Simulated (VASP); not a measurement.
# CoO: self-consistent run

CoO, Fm-3m (no. 225), 2 atoms in the cell. BLYP; PAW potentials Co, O (PBE set).

## Input

INCAR:
```
SYSTEM = CoO
AGGAC    = 1.0          
AGGAX    = 1.0          
ALDAC    = 0.0          
ALDAX    = 1.0          
ALGO     = Normal         ! electronic algorithm
EDIFF    = 1E-7           ! SCF threshold, eV
ENCUT    = 520            ! plane-wave cutoff, eV
GGA      = B5             ! functional
GGA_COMPAT= .False.      
ISIF     = 2              ! what is computed and relaxed
ISMEAR   = 0              ! smearing method
ISPIN    = 2              ! spin polarisation
LASPH    = .True.         ! aspherical terms in the spheres
LCHARG   = .False.        ! write CHGCAR
LMAXMIX  = 4              ! l up to which the mixer works
LORBIT   = 11             ! projections on sites
LREAL    = .False.        ! projectors in reciprocal space
LWAVE    = .False.        ! write WAVECAR
MAGMOM   = 2 0            ! initial moments
NELM     = 100            ! most SCF steps
PREC     = Accurate       ! precision mode
SIGMA    = 0.02           ! smearing width, eV
```

KPOINTS:
```
k-points
0
Gamma
  9 9 9
```

POSCAR:
```
CoO
1.0
    0.0000000000      2.1315000000      2.1315000000
    2.1315000000      0.0000000000      2.1315000000
    2.1315000000      2.1315000000      0.0000000000
Co O
1 1
Direct
    0.0000000000      0.0000000000      0.0000000000
    0.5000000000      0.5000000000      0.5000000000
```

Commands:
```
cat potpaw_PBE.64/Co/POTCAR potpaw_PBE.64/O/POTCAR > POTCAR
mpirun -np 1 vasp_std > vasp.out
```

## Result

- Pressure (GPa): 3.58
- Magnetisation (muB): 2.726
- Gap on the mesh (eV): 0.000
- Fermi level (eV): 8.183

VASP 6.6.1 took 24 s on 1 core (Intel Xeon Platinum 8259CL @ 2.50GHz (Skylake/Cascade Lake)), a shared host.
